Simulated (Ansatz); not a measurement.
**BaTiO3: the band gap up the ladder of functionals**

The task here is to estimate one member of a computed series from the others.

Program: Ansatz 0.2.0. PAW datasets, plane waves. Spin-unpolarised throughout; all numbers are computed.

**Starting point**

The cell was relaxed beforehand with r2SCAN.

Space group C222_1 (No. 20), orthorhombic; a = 5.764 Å, b = 9.914 Å, c = 13.987 Å in the conventional setting, 13.32 Å³ an atom. Ba has 12 O at 2.80–3.03 Å; Ba has 12 O at 2.85–2.89 Å; Ti has 6 O at 1.86–2.13 Å; Ti has 6 O at 1.88–2.12 Å; O has 2 Ti at 1.95–1.99 Å and 2 Ba at 2.81–2.88 Å.

The structure in full:

```
Ba Ti O
1.0
     2.88182   -4.95680    0.00000
     2.88182    4.95680    0.00000
     0.00000    0.00000   13.98671
Ba Ti O
6 6 18
Direct
  0.34887 0.68030 0.40344
  0.68030 0.34887 0.59656
  0.65113 0.31970 0.90344
  0.00087 0.99913 0.25000
  0.99913 0.00087 0.75000
  0.31970 0.65113 0.09656
  0.35510 0.69225 0.65391
  0.69225 0.35510 0.34609
  0.97288 0.97288 0.00000
  0.30775 0.64490 0.84609
  0.02712 0.02712 0.50000
  0.64490 0.30775 0.15391
  0.16406 0.83518 0.91961
  0.83487 0.67053 0.08058
  0.51987 0.03129 0.24680
  0.83544 0.66676 0.41910
  0.83518 0.16406 0.08039
  0.16513 0.32947 0.58058
  0.66676 0.83544 0.58090
  0.96871 0.48013 0.25320
  0.47916 0.52084 0.75000
  0.16482 0.83594 0.58039
  0.33324 0.16456 0.08090
  0.52084 0.47916 0.25000
  0.67053 0.83487 0.91942
  0.83594 0.16482 0.41961
  0.32947 0.16513 0.41942
  0.48013 0.96871 0.74680
  0.03129 0.51987 0.75320
  0.16456 0.33324 0.91910
```

The first run:

File input.yaml:

```yaml
crystal:
  lattice:
    - [2.8818205812, -4.9568039892, 0.0]
    - [2.8818205812, 4.9568039892, 0.0]
    - [0.0, 0.0, 13.9867121187]
  atoms:
    - { symbol: Ba, position: [0.3488685768, 0.6802955171, 0.40343623] }
    - { symbol: Ba, position: [0.6802955171, 0.3488685768, 0.59656377] }
    - { symbol: Ba, position: [0.6511314232, 0.3197044829, 0.90343623] }
    - { symbol: Ba, position: [0.0008718827, 0.9991281173, 0.25] }
    - { symbol: Ba, position: [0.9991281173, 0.0008718827, 0.75] }
    - { symbol: Ba, position: [0.3197044829, 0.6511314232, 0.09656377] }
    - { symbol: Ti, position: [0.3551029364, 0.6922543019, 0.6539140668] }
    - { symbol: Ti, position: [0.6922543019, 0.3551029364, 0.3460859332] }
    - { symbol: Ti, position: [0.9728817009, 0.9728817009, 0.0] }
    - { symbol: Ti, position: [0.3077456981, 0.6448970636, 0.8460859332] }
    - { symbol: Ti, position: [0.0271182991, 0.0271182991, 0.5] }
    - { symbol: Ti, position: [0.6448970636, 0.3077456981, 0.1539140668] }
    - { symbol: O, position: [0.1640567499, 0.8351785701, 0.9196136769] }
    - { symbol: O, position: [0.8348669968, 0.6705259956, 0.0805833213] }
    - { symbol: O, position: [0.5198657618, 0.0312922327, 0.2467973474] }
    - { symbol: O, position: [0.8354430109, 0.6667569388, 0.4191008521] }
    - { symbol: O, position: [0.8351785701, 0.1640567499, 0.0803863231] }
    - { symbol: O, position: [0.1651330032, 0.3294740044, 0.5805833213] }
    - { symbol: O, position: [0.6667569388, 0.8354430109, 0.5808991479] }
    - { symbol: O, position: [0.9687077673, 0.4801342382, 0.2532026526] }
    - { symbol: O, position: [0.4791567343, 0.5208432657, 0.75] }
    - { symbol: O, position: [0.1648214299, 0.8359432501, 0.5803863231] }
    - { symbol: O, position: [0.3332430612, 0.1645569891, 0.0808991479] }
    - { symbol: O, position: [0.5208432657, 0.4791567343, 0.25] }
    - { symbol: O, position: [0.6705259956, 0.8348669968, 0.9194166787] }
    - { symbol: O, position: [0.8359432501, 0.1648214299, 0.4196136769] }
    - { symbol: O, position: [0.3294740044, 0.1651330032, 0.4194166787] }
    - { symbol: O, position: [0.4801342382, 0.9687077673, 0.7467973474] }
    - { symbol: O, position: [0.0312922327, 0.5198657618, 0.7532026526] }
    - { symbol: O, position: [0.1645569891, 0.3332430612, 0.9191008521] }
kpoints:
  mp_grid: { grid: [6, 6, 2] }
  band_path:
    path:
      - [[0.0, 0.0, 0.0], [-0.5, 0.5, 0.0], [-0.3345026628759, 0.6654973371241, 0.0]]
      - [[0.3345026628759, 0.3345026628759, 0.0], [0.0, 0.0, 0.0], [0.0, 0.0, 0.5], [0.3345026628759, 0.3345026628759, 0.5]]
      - [[-0.3345026628759, 0.6654973371241, 0.5], [-0.5, 0.5, 0.5], [-0.5, 0.5, 0.0]]
      - [[0.0, 0.0, 0.0], [-5.535277640949e-17, 0.5, 0.0], [-5.535277640949e-17, 0.5, 0.5], [0.0, 0.0, 0.5], [-0.5, 0.5, 0.5]]
    npoints: 10
hamiltonian:
  xc: pbe
scf:
  occupations: { method: fermi_dirac, width: 0.02 }
  n_extra_bands: 11
output:
  forces: true
  stress: true
  eigenvalues: true
```

Steps of the session up to this table: Band structure with PBE; r2SCAN at the same geometry; HSE06 at the same geometry; PBE+SOC; Single point with PBE0.

One table of the session follows, with a row left open; its other results are not shown here.

| level | gap (eV) |
| --- | --- |
| PBE | 2.14 |
| r2SCAN | 2.51 |
| HSE06 | ? |
| PBE+SOC | 2.14 |
| PBE0 | 4.35 |

Q: Estimate the row for HSE06 from the others.

The run gave: gap (eV): 3.60. In the column «gap (eV)» it lies between r2SCAN (2.51) and PBE0 (4.35).

The gap runs from 2.14 eV (PBE+SOC) to 4.35 eV (PBE0). Against HSE06, PBE is short by 1.46 eV, at 59 % of it, and r2SCAN 70 %. PBE0 lies 0.75 eV above HSE06, which differs from it by screening the long-range exchange.

To keep in mind: Warnings in the runs' records: stress scf threshold loose, stress exchange threshold loose.
